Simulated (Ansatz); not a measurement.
## Electron scattering at the Σ5 (310) boundary in bcc Nb with Sn (substitutional)

Aim: the relaxed structure and the specific resistance of the Σ5 (310) boundary in bcc Nb with Sn (substitutional).

Main program and level: Ansatz 0.2.0; Ansatz plane-wave DFT, PBE, PAW files; relaxation of a bicrystal slab with its lowest layers held; PAW set soft_1, in the first sound run; inputs show where later runs differ.

**1. Set-up**

The cell holds 19 atoms: 18 Nb and 1 Sn. Its edges and angles: a = 5.483 Å, b = 3.306 Å, c = 30.220 Å, α = 90.0°, β = 90.0°, γ = 72.5°. It derives from Nb. built on the (3 1 0) plane; 1 overlapping atoms removed and the grains opened by 0.4 Å. Vacuum lies along c.

**2. Relaxing the bicrystal**

The boundary is built by mirroring the lower grain in the boundary plane and removing any atoms that overlap; then the Sn is put in at the boundary. A thin bicrystal slab is relaxed first, with the lowest layers held and the upper grain free to shift and open.

input.yaml reads:

```yaml
crystal:
  lattice:
    - [5.4828782722, 0.0, 0.0]
    - [0.9968869586, 3.1524333588, 0.0]
    - [0.0, 0.0, 30.2197895304]
  atoms:
    - { symbol: Nb, position: [0.8000000001, 0.6000000001, 0.1654544945] }
    - { symbol: Nb, position: [0.2000000001, 0.9000000001, 0.2000524807] }
    - { symbol: Nb, position: [0.6000000001, 0.2000000001, 0.234650467] }
    - { symbol: Nb, position: [0.0, 0.5000000001, 0.2692484532] }
    - { symbol: Nb, position: [0.4, 0.8000000001, 0.3038464395] }
    - { symbol: Nb, position: [0.8, 0.1, 0.3384444258] }
    - { symbol: Nb, position: [0.2, 0.4, 0.373042412] }
    - { symbol: Nb, position: [0.6, 0.7, 0.4076403983] }
    - { symbol: Sn, position: [0.0, 0.0, 0.4422383845] }
    - { symbol: Nb, position: [0.6, 0.7, 0.4900727303] }
    - { symbol: Nb, position: [0.2, 0.4, 0.5246707166] }
    - { symbol: Nb, position: [0.8, 0.1, 0.5592687028] }
    - { symbol: Nb, position: [0.4, 0.8000000001, 0.5938666891] }
    - { symbol: Nb, position: [0.0, 0.5000000001, 0.6284646754] }
    - { symbol: Nb, position: [0.6000000001, 0.2000000001, 0.6630626616] }
    - { symbol: Nb, position: [0.2000000001, 0.9000000001, 0.6976606479] }
    - { symbol: Nb, position: [0.8000000001, 0.6000000001, 0.7322586341] }
    - { symbol: Nb, position: [0.4000000001, 0.3000000001, 0.7668566204] }
    - { symbol: Nb, position: [1.0e-10, 1.0e-10, 0.8014546066] }
kpoints:
  mp_grid: { grid: [7, 7, 1] }
hamiltonian:
  xc: pbe
  pseudopotentials: { kind: paw, azcp: { folder: soft_1 } }
scf:
  occupations: { method: fermi_dirac, width: 0.1 }
relax:
  f_tol: 0.03
  max_steps: 80
  constraints: [{ sites: [0, 1, 2] }]
```

Launch:

```console
$ ansatz run input.yaml --threads 4 --pin off --max-ram 15360MiB --backend cpu --events-out ev --progress --plain --runs-dir out
```

Numbers of over 12 decimals in the logs are rounded to 6 here.

What it wrote:

```text
Engine: ansatz 0.2.0, aarch64-unknown-linux-gnu
Pseudopotentials: kind: paw
Pseudopotential: Nb, paw, valence charge 13, recommended cutoff 420 eV (normal), soft_1/Nb.paw.azcp
Pseudopotential: Sn, paw, valence charge 14, recommended cutoff 420 eV (normal), soft_1/Sn.paw.azcp
Functional definition: PBE
  parameter kappa = 0.804
  parameter beta = 0.066725
  exchange = pbe_x(kappa = kappa, mu = beta*pi^2/3)
  correlation = pbe_c(beta = beta)
Crystal: 19 atoms, lattice volume = 522.331 Å³
Basis set: ecut = 420 eV, 10265 PW (Γ), exchange–correlation on 80×48×432 points (8 copies of the dense FFT grid, shifted against one another)
Bands: 149, of which v1, the nominal top of the filled ones, is band 124 counted from 1 (123 counted from 0)
Symmetry: 2 space group operations
Space group: Cm (ITA 8), of the structure as read, at distance tolerance 8.1e-5 Å
k-points: 16 of 49 (time reversal used)
Non-local potential: Nb, projectors of the file, l = 0: 3, l = 1: 2, l = 2: 2, l = 3: 1
Non-local potential: Sn, projectors of the file, l = 0: 2, l = 1: 2, l = 2: 2, l = 3: 1
PAW form: soft (Blöchl's): semilocal exchange-correlation on the pseudo side does not see the compensation charge
PAW one-centre angular grid: Nb, 590 points (default); XC on 64 Gauss nodes
PAW one-centre angular grid: Sn, 590 points (default); XC on 64 Gauss nodes
Initial density: superposition of atomic densities (neutral atoms: chi_scale 0, normalization atom)
Initial wavefunctions: pseudopotential atomic-orbital guess
Functional: x = pbe(κ = 0.804, μ = 0.219515), c = pbe(β = 0.066725)
SCF iter   1: F=—  HF=-87975.866220 eV  |F-HF|=—  |Δ(HF+E_count)|=         —  Δρ=7.29e-2  dr2=3.01e2  ethr=3.10e-3  ⟨swp⟩=8.6  Hψ=11011  notcnv=0
preconditioner: auto → LDOS  [metal: Δε(μ)=0.013 eV  Ē_g=3.946 eV  σ=0.100 eV  W_gap=0.03  n_scr=118 (ndim 8)  ℏωp=15.8 eV  f_vac=0.270  D(μ)=16.13/eV (n_scr^D=112)  β→1.0]
SCF iter   2: F=—  HF=-87971.937362 eV  |F-HF|=—  |Δ(HF+E_count)|=    3.93e0  Δρ=7.41e-2  dr2=6.77e2  ethr=3.10e-3  ⟨swp⟩=14.6  Hψ=14031  notcnv=0  defer=14
SCF iter   3: F=—  HF=-87960.477724 eV  |F-HF|=—  |Δ(HF+E_count)|=    1.15e1  Δρ=1.97e-2  dr2=2.07e1  ethr=3.10e-3  ⟨swp⟩=12.2  Hψ=10332  notcnv=0  defer=9
SCF iter   4: F=—  HF=-87959.842448 eV  |F-HF|=—  |Δ(HF+E_count)|=   6.35e-1  Δρ=5.07e-3  dr2=1.41e0  ethr=3.10e-3  ⟨swp⟩=4.8  Hψ=3151  notcnv=0  defer=5
SCF iter   5: F=—  HF=-87959.795434 eV  |F-HF|=—  |Δ(HF+E_count)|=   4.70e-2  Δρ=1.94e-3  dr2=1.56e-1  ethr=5.69e-4  ⟨swp⟩=6.9  Hψ=4649  notcnv=0  defer=12
SCF iter   6: F=—  HF=-87959.793106 eV  |F-HF|=—  |Δ(HF+E_count)|=   2.33e-3  Δρ=1.05e-3  dr2=6.63e-2  ethr=6.29e-5  ⟨swp⟩=2.6  Hψ=3530  notcnv=0  defer=4
SCF iter   7: F=—  HF=-87959.791375 eV  |F-HF|=—  |Δ(HF+E_count)|=   1.73e-3  Δρ=1.92e-4  dr2=6.29e-4  ethr=2.67e-5  ⟨swp⟩=2.2  Hψ=2665  notcnv=0  defer=4
SCF iter   8: F=—  HF=-87959.791936 eV  |F-HF|=—  |Δ(HF+E_count)|=   5.60e-4  Δρ=6.83e-5  dr2=2.90e-5  ethr=2.54e-7  ⟨swp⟩=3.4  Hψ=4552  notcnv=0  defer=1
SCF iter   9: F=-87959.792027 eV  HF=-87959.792026 eV  |F-HF|=2.79e-7  |Δ(HF+E_count)|=   9.07e-5  Δρ=2.21e-5  dr2=4.91e-6  ethr=9.07e-9  ⟨swp⟩=6.0  Hψ=8243  notcnv=0
SCF 1 converged in 9 iterations: F = -87959.792027 eV  dr2 = 4.91e-6
  greatest PAW one-centre occupation: 0.998 electrons in one spin orbital (limit 2), on the Nb atom at site 15 (counted from 0), in its partial waves of l = 0
relax step   1: F+E_penalty+E_count = -87959.79202659 eV  Δ(F+E_penalty+E_count) = +0.000e0 eV  max|allowed force component| = 1.626e0 eV/Å  Δτ_max = 0.0000 Å  (9 SCF iters, dr2 threshold 2.25e-5 eV, accepted)
Initial density: handed on by an earlier stage of this run
Initial wavefunctions: those handed on with the density
iter 1 solved again at ethr=2.24e-3 eV; its pass at ethr=3.10e-3 eV (dr2=5.56e0 eV) is discarded
SCF iter   1: F=—  HF=-87960.616655 eV  |F-HF|=—  |Δ(HF+E_count)|=         —  Δρ=1.35e-2  dr2=5.56e0  ethr=2.24e-3  ⟨swp⟩=1.2  Hψ=9323  notcnv=0
preconditioner: auto → LDOS  [metal: Δε(μ)=0.003 eV  Ē_g=3.374 eV  σ=0.100 eV  W_gap=0.01  n_scr=118 (ndim 8)  ℏωp=15.8 eV  f_vac=0.278  D(μ)=21.81/eV (n_scr^D=210)  β→1.0]
SCF iter   2: F=—  HF=-87960.347594 eV  |F-HF|=—  |Δ(HF+E_count)|=   2.69e-1  Δρ=4.76e-3  dr2=2.71e-1  ethr=2.24e-3  ⟨swp⟩=3.3  Hψ=3392  notcnv=0
SCF iter   3: F=—  HF=-87960.325327 eV  |F-HF|=—  |Δ(HF+E_count)|=   2.23e-2  Δρ=2.24e-3  dr2=8.09e-2  ethr=1.09e-4  ⟨swp⟩=2.8  Hψ=4551  notcnv=0  defer=1
SCF iter   4: F=—  HF=-87960.311599 eV  |F-HF|=—  |Δ(HF+E_count)|=   1.37e-2  Δρ=5.38e-4  dr2=4.15e-3  ethr=3.26e-5  ⟨swp⟩=2.0  Hψ=3385  notcnv=0
SCF iter   5: F=—  HF=-87960.311219 eV  |F-HF|=—  |Δ(HF+E_count)|=   3.80e-4  Δρ=1.36e-4  dr2=2.67e-4  ethr=1.67e-6  ⟨swp⟩=2.0  Hψ=3277  notcnv=0
SCF iter   6: F=-87960.311214 eV  HF=-87960.311226 eV  |F-HF|=1.20e-5  |Δ(HF+E_count)|=   7.28e-6  Δρ=4.60e-5  dr2=2.45e-5  ethr=4.03e-8  ⟨swp⟩=3.0  Hψ=9611  notcnv=0
SCF 2 converged in 6 iterations: F = -87960.311214 eV  dr2 = 2.45e-5
relax step   2: F+E_penalty+E_count = -87960.31121379 eV  Δ(F+E_penalty+E_count) = -5.192e-1 eV  max|allowed force component| = 3.976e-1 eV/Å  Δτ_max = 0.1949 Å  (6 SCF iters, dr2 threshold 1.00e-4 eV, accepted)
iter 1 solved again at ethr=1.42e-3 eV; its pass at ethr=3.10e-3 eV (dr2=3.51e0 eV) is discarded
SCF iter   1: F=—  HF=-87960.486280 eV  |F-HF|=—  |Δ(HF+E_count)|=         —  Δρ=8.16e-3  dr2=3.74e0  ethr=1.42e-3  ⟨swp⟩=1.3  Hψ=7528  notcnv=0
preconditioner: auto → LDOS  [metal: Δε(μ)=0.011 eV  Ē_g=3.394 eV  σ=0.100 eV  W_gap=0.03  n_scr=118 (ndim 8)  ℏωp=15.8 eV  f_vac=0.280  D(μ)=21.14/eV (n_scr^D=190)  β→1.0]
SCF iter   2: F=—  HF=-87960.384254 eV  |F-HF|=—  |Δ(HF+E_count)|=   1.02e-1  Δρ=1.91e-3  dr2=6.63e-2  ethr=1.42e-3  ⟨swp⟩=2.4  Hψ=2655  notcnv=0
SCF iter   3: F=—  HF=-87960.381417 eV  |F-HF|=—  |Δ(HF+E_count)|=   2.84e-3  Δρ=1.04e-3  dr2=1.54e-2  ethr=2.67e-5  ⟨swp⟩=2.2  Hψ=4207  notcnv=0
SCF iter   4: F=—  HF=-87960.379321 eV  |F-HF|=—  |Δ(HF+E_count)|=   2.10e-3  Δρ=2.39e-4  dr2=9.92e-4  ethr=6.20e-6  ⟨swp⟩=2.2  Hψ=3830  notcnv=0
SCF iter   5: F=—  HF=-87960.379569 eV  |F-HF|=—  |Δ(HF+E_count)|=   2.48e-4  Δρ=6.32e-5  dr2=1.03e-4  ethr=4.00e-7  ⟨swp⟩=2.2  Hψ=3821  notcnv=0
SCF iter   6: F=-87960.379565 eV  HF=-87960.379567 eV  |F-HF|=2.47e-6  |Δ(HF+E_count)|=   1.67e-6  Δρ=1.97e-5  dr2=6.33e-6  ethr=3.98e-9  ⟨swp⟩=3.4  Hψ=9231  notcnv=0
SCF 3 converged in 6 iterations: F = -87960.379565 eV  dr2 = 6.33e-6
relax step   3: F+E_penalty+E_count = -87960.37956474 eV  Δ(F+E_penalty+E_count) = -6.835e-2 eV  max|allowed force component| = 2.698e-1 eV/Å  Δτ_max = 0.0943 Å  (6 SCF iters, dr2 threshold 9.88e-6 eV, accepted)
[... from here on, the SCF cycles and remarks between the steps are left out ...]
relax step   4: F+E_penalty+E_count = -87960.37263143 eV  Δ(F+E_penalty+E_count) = +6.933e-3 eV  max|allowed force component| = 3.844e-1 eV/Å  Δτ_max = 0.0796 Å  (7 SCF iters, dr2 threshold 4.55e-6 eV, rejected (line search))
relax step   5: F+E_penalty+E_count = -87960.39599388 eV  Δ(F+E_penalty+E_count) = -1.643e-2 eV  max|allowed force component| = 1.120e-1 eV/Å  Δτ_max = 0.0398 Å  (8 SCF iters, accepted)
relax step   6: F+E_penalty+E_count = -87960.40141741 eV  Δ(F+E_penalty+E_count) = -5.424e-3 eV  max|allowed force component| = 5.073e-2 eV/Å  Δτ_max = 0.0685 Å  (7 SCF iters, dr2 threshold 2.16e-6 eV, accepted)
relax step   7: F+E_penalty+E_count = -87960.40337697 eV  Δ(F+E_penalty+E_count) = -1.960e-3 eV  max|allowed force component| = 7.195e-2 eV/Å  Δτ_max = 0.0581 Å  (8 SCF iters, accepted)
relax step   8: F+E_penalty+E_count = -87960.40303727 eV  Δ(F+E_penalty+E_count) = +3.397e-4 eV  max|allowed force component| = 1.330e-1 eV/Å  Δτ_max = 0.0698 Å  (7 SCF iters, dr2 threshold 1.06e-6 eV, rejected (line search))
relax step   9: F+E_penalty+E_count = -87960.40518999 eV  Δ(F+E_penalty+E_count) = -1.813e-3 eV  max|allowed force component| = 4.728e-2 eV/Å  Δτ_max = 0.0345 Å  (8 SCF iters, accepted)
relax step  10: F+E_penalty+E_count = -87960.40727759 eV  Δ(F+E_penalty+E_count) = -2.088e-3 eV  max|allowed force component| = 3.251e-2 eV/Å  Δτ_max = 0.0977 Å  (8 SCF iters, dr2 threshold 9.65e-7 eV, accepted)
SCF iter   1: F=—  HF=-87960.411396 eV  |F-HF|=—  |Δ(HF+E_count)|=         —  Δρ=2.06e-3  dr2=9.16e-2  ethr=1.64e-4  ⟨swp⟩=3.5  Hψ=4360  notcnv=0
preconditioner: auto → LDOS  [metal: Δε(μ)=0.004 eV  Ē_g=3.374 eV  σ=0.100 eV  W_gap=0.01  n_scr=118 (ndim 8)  ℏωp=15.8 eV  f_vac=0.278  D(μ)=21.80/eV (n_scr^D=202)  β→1.0]
SCF iter   2: F=—  HF=-87960.408230 eV  |F-HF|=—  |Δ(HF+E_count)|=   3.17e-3  Δρ=6.49e-4  dr2=4.39e-3  ethr=3.69e-5  ⟨swp⟩=1.1  Hψ=2754  notcnv=0
SCF iter   3: F=—  HF=-87960.407743 eV  |F-HF|=—  |Δ(HF+E_count)|=   4.87e-4  Δρ=3.05e-4  dr2=8.70e-4  ethr=1.77e-6  ⟨swp⟩=2.0  Hψ=4083  notcnv=0
SCF iter   4: F=—  HF=-87960.407554 eV  |F-HF|=—  |Δ(HF+E_count)|=   1.89e-4  Δρ=5.08e-5  dr2=1.62e-5  ethr=3.51e-7  ⟨swp⟩=2.1  Hψ=4096  notcnv=0
SCF iter   5: F=—  HF=-87960.407883 eV  |F-HF|=—  |Δ(HF+E_count)|=   3.29e-4  Δρ=2.14e-5  dr2=7.86e-6  ethr=6.54e-9  ⟨swp⟩=3.0  Hψ=4657  notcnv=0
SCF iter   6: F=—  HF=-87960.407883 eV  |F-HF|=—  |Δ(HF+E_count)|=   6.37e-7  Δρ=6.57e-6  dr2=6.31e-7  ethr=3.17e-9  ⟨swp⟩=2.0  Hψ=3119  notcnv=0
SCF iter   7: F=-87960.407883 eV  HF=-87960.407883 eV  |F-HF|=3.46e-8  |Δ(HF+E_count)|=   5.98e-8  Δρ=2.11e-6  dr2=5.86e-8  ethr=4.03e-11  ⟨swp⟩=5.2  Hψ=9016  notcnv=0
SCF 11 converged in 7 iterations: F = -87960.407883 eV  dr2 = 5.86e-8
relax step  11: F+E_penalty+E_count = -87960.40788266 eV  Δ(F+E_penalty+E_count) = -6.051e-4 eV  max|allowed force component| = 2.684e-2 eV/Å  Δτ_max = 0.0263 Å  (7 SCF iters, accepted)
SCF converged after 7 iterations
Free energy (F): -87960.407883 eV
Harris-Foulkes:  -87960.407883 eV  (|F-HF|=3.46e-8)
Internal energy: -87959.681964 eV  (E = F + TS)
E sigma→0 (E₀):  -87960.044923 eV
Entropy (-TS):   -0.725919 eV (-38.206 meV/atom)
Fermi energy:    10.603958 eV
--- Per-component energies (eV) ---
  E_band       = -3013.536769
  E_kinetic    = 6874.729951
  E_local      = -182962.694921  (includes V_loc(G=0)·N_el)
  E_nonlocal   = 1861.639449
  E_hartree    = 88671.014793
  E_xc         = -3101.124712
  E_vxc        = -3681.593991  (∫ρ·V_xc dr)
  E_paw        = -59852.099910  (= ΣΔE_a)
  E_vpaw       = -2447.698245  (= ΣTr[D̂ρ^β])
  E_aug_tail   = 0.001051  (compensation charges beyond the density's cutoff)
  E_ewald      = 60548.852336
  E_smearing   = -0.725919  (= −TS)
  E_closure    = 0.000000  (closes the sum)
  Σ components = -87960.407883   (vs F -87960.407883, Δ=0.00e0)
--- Forces (eV/Å), atoms counted from 1 ---
  atom   1  Nb     0.14927804    -0.04720586     1.58307534
  atom   2  Nb    -0.47437978     0.15001206    -0.62290568
  atom   3  Nb     0.33551439    -0.10609897    -0.93600162
  atom   4  Nb     0.00207368    -0.00065575    -0.00088570
  atom   5  Nb     0.01420396    -0.00449169    -0.01717614
  atom   6  Nb     0.00476790    -0.00150774     0.01056041
  atom   7  Nb    -0.01420414     0.00449174     0.00758273
  atom   8  Nb    -0.00324096     0.00102488     0.01375085
  atom   9  Sn    -0.00521633     0.00164955    -0.02684357
  atom  10  Nb    -0.01701445     0.00538044     0.00937175
  atom  11  Nb     0.02275020    -0.00719425     0.00029040
  atom  12  Nb    -0.00432436     0.00136748    -0.01383431
  atom  13  Nb     0.00135302    -0.00042786     0.01220123
  atom  14  Nb    -0.00866050     0.00273869    -0.01528835
  atom  15  Nb     0.00559116    -0.00176808     0.00458290
  atom  16  Nb    -0.00241713     0.00076436    -0.01156923
  atom  17  Nb    -0.00528439     0.00167107    -0.00310488
  atom  18  Nb     0.00337066    -0.00106590    -0.01191567
  atom  19  Nb    -0.00414980     0.00131228     0.01817025
  max |Σ_I F_I| component: 6.07e-5 eV/Å
--- Relaxed structure (11 steps of the walk, 9 accepted, 0 SCFs on fresh bases) ---
  F+E_penalty+E_count = -87960.40788266 eV   max|allowed force component| = 2.684e-2 eV/Å
  atoms:
    - { symbol: Nb, position: [0.800000, 0.59999999995, 0.165454] }
    - { symbol: Nb, position: [0.200000, 0.900000, 0.200052] }
    - { symbol: Nb, position: [0.6000000001, 0.200000, 0.234650] }
    - { symbol: Nb, position: [-0.00280126, 0.501401, 0.267955] }
    - { symbol: Nb, position: [0.398381, 0.800810, 0.303416] }
    - { symbol: Nb, position: [0.804542, 0.097729, 0.338694] }
    - { symbol: Nb, position: [0.201374, 0.399313, 0.372547] }
    - { symbol: Nb, position: [0.592703, 0.703649, 0.402136] }
    - { symbol: Sn, position: [-0.012406, 0.00620313, 0.450233] }
    - { symbol: Nb, position: [0.544801, 0.727599, 0.492637] }
    - { symbol: Nb, position: [0.161120, 0.419440, 0.527307] }
    - { symbol: Nb, position: [0.765552, 0.117224, 0.559239] }
    - { symbol: Nb, position: [0.372727, 0.813637, 0.594972] }
    - { symbol: Nb, position: [-0.030254, 0.515127, 0.628593] }
    - { symbol: Nb, position: [0.561918, 0.219041, 0.663728] }
    - { symbol: Nb, position: [0.161625, 0.919188, 0.699329] }
    - { symbol: Nb, position: [0.762615, 0.618692, 0.733479] }
    - { symbol: Nb, position: [0.346413, 0.326793, 0.768699] }
    - { symbol: Nb, position: [-0.046343, 0.023172, 0.795095] }
```

Wall time 6.9 min (4 threads of Arm Neoverse V1, shared host); peak memory 2.2 GiB; 26 min of CPU time.

The steps of the relaxation:

| step | energy less that of the first step (eV) | largest force component (eV/Å) |
| --- | --- | --- |
| 1 | 0.0000 | 1.6261 |
| 2 | -0.5192 | 0.3976 |
| 3 | -0.5875 | 0.2698 |
| 4 | -0.5806 | 0.3844 |
| 5 | -0.6040 | 0.1120 |
| 6 | -0.6094 | 0.0507 |
| 7 | -0.6113 | 0.0720 |
| 8 | -0.6110 | 0.1330 |
| 9 | -0.6132 | 0.0473 |
| 10 | -0.6153 | 0.0325 |
| 11 | -0.6159 | 0.0268 |

Relaxation steps 4, 8 were tried and not accepted.

The run keeps the 2 symmetry operations that it works with, so distortions that break them were not tested.

The atoms that moved most (Å):

| atom | dx | dy | dz | length |
| --- | --- | --- | --- | --- |
| Nb19 | -0.231 | 0.073 | -0.192 | 0.309 |
| Nb10 | -0.275 | 0.087 | 0.077 | 0.299 |
| Nb18 | -0.267 | 0.084 | 0.056 | 0.286 |
| Sn9 | -0.062 | 0.020 | 0.242 | 0.250 |
| Nb11 | -0.194 | 0.061 | 0.080 | 0.218 |
| Nb16 | -0.191 | 0.060 | 0.050 | 0.207 |
| Nb15 | -0.190 | 0.060 | 0.020 | 0.200 |
| Nb17 | -0.186 | 0.059 | 0.037 | 0.199 |

This step gave:

* free energy: -87960.4079 eV
* energy at zero smearing: -87960.0449 eV
* Fermi energy: 10.60 eV

The largest force component on a free atom ends at 0.027 eV/Å, under the tolerance of 0.03, after 11 steps.

(Continued in part 2 of 2.)

[Logs are printed without paths, hosts, clocks, repeated set-up lines and the standing remarks that a program may print on its own settings, such as how far it seeks lower states.]

[Hosts, paths, dates, database ids (printed as entryN), source tags and the programs' standing remarks are cut or masked in the printed files.]
